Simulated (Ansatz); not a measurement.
Crystal: Al2O3 (Corundum).

```
Al O
1.0
     2.38025    1.37424    4.33187
    -2.38025    1.37424    4.33187
     0.00000   -2.74848    4.33187
Al O
4 6
Direct
  0.85216 0.85216 0.85216
  0.64784 0.64784 0.64784
  0.14784 0.14784 0.14784
  0.35216 0.35216 0.35216
  0.05668 0.75000 0.44332
  0.75000 0.44332 0.05668
  0.44332 0.05668 0.75000
  0.94332 0.25000 0.55668
  0.25000 0.55668 0.94332
  0.55668 0.94332 0.25000
```

Program: Ansatz 0.2.0. Alike in all runs: task band structure; potentials or basis Ansatz PAW; no spin polarisation; cell as given; k mesh 7 × 7 × 7; cutoff (eV) 420; smearing fermi-dirac 0.05 eV.

Q: Order these runs on this cell by their pressure, lowest first.
A. level PBEsol
B. level RPBE
C. level LDA

A: C (-5.3 GPa), A (1.7 GPa), B (12.6 GPa).

Caveats: the PAW data sets come from PBE, with cores solved anew for the run's functional, which leaves a small shift of forces and pressure.

Runs at the PBE level aren't shown here.
